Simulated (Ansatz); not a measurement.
## Compressing PtSe2

The calculation used Ansatz, DFT PBE, scalar-relativistic, plane waves, PAW. (420 eV cutoff, 12×12×4 k-mesh, Gaussian smearing of 0.02 eV, no spin polarisation)

The relaxed crystal:

```
Pt Se
1.0
     3.75156    0.00000    0.00000
    -1.87578    3.24895    0.00000
     0.00000    0.00000    6.50133
Pt Se
1 2
Direct
  0.00000 0.00000 0.00000
  0.66667 0.33333 0.79903
  0.33333 0.66667 0.20097
```

Cell and atoms are relaxed at each pressure within the symmetry of the start, at zero temperature, so transitions that lower the symmetry aren't seen. The k-mesh given is that at zero pressure and may differ at others. a, b and c are the lengths of the cell vectors above. The axial ratios are soft, so the single lengths don't run smoothly. Gaps are Kohn–Sham gaps over the whole zone.

Spin-orbit coupling is left out, which matters for the bands and energies of heavy elements.

| P (GPa) | V (Å³/atom) | V/V0 | a (Å) | b (Å) | c (Å) |
| --- | --- | --- | --- | --- | --- |
| 0 | 26.41 | 1.000 | 3.752 | 3.752 | 6.501 |
| 3 | 20.21 | 0.765 | 3.775 | 3.775 | 4.913 |
| 8 | 18.89 | 0.715 | 3.749 | 3.749 | 4.655 |
| 15 | 17.81 | 0.674 | 3.714 | 3.714 | 4.472 |
| 30 | 16.32 | 0.618 | 3.653 | 3.653 | 4.237 |
| 60 | 14.63 | 0.554 | 3.569 | 3.569 | 3.977 |

(1) Does one equation of state fit all points?

(2) Which cell vector or vectors give way most up to 60 GPa?

(3) What does pressure do to the gap?

Results:

(1) No: a third-order Birch–Murnaghan curve misses by up to 1.0 GPa, so the compression isn't smooth over this range.

(2) c: the changes are a -4.9 %, b -4.9 %, c -38.8 %.

(3) The gaps are 0.82 eV at 0 GPa, metal at 3 GPa, metal at 8 GPa, metal at 15 GPa, metal at 30 GPa, metal at 60 GPa. It closes between 0 and 3 GPa.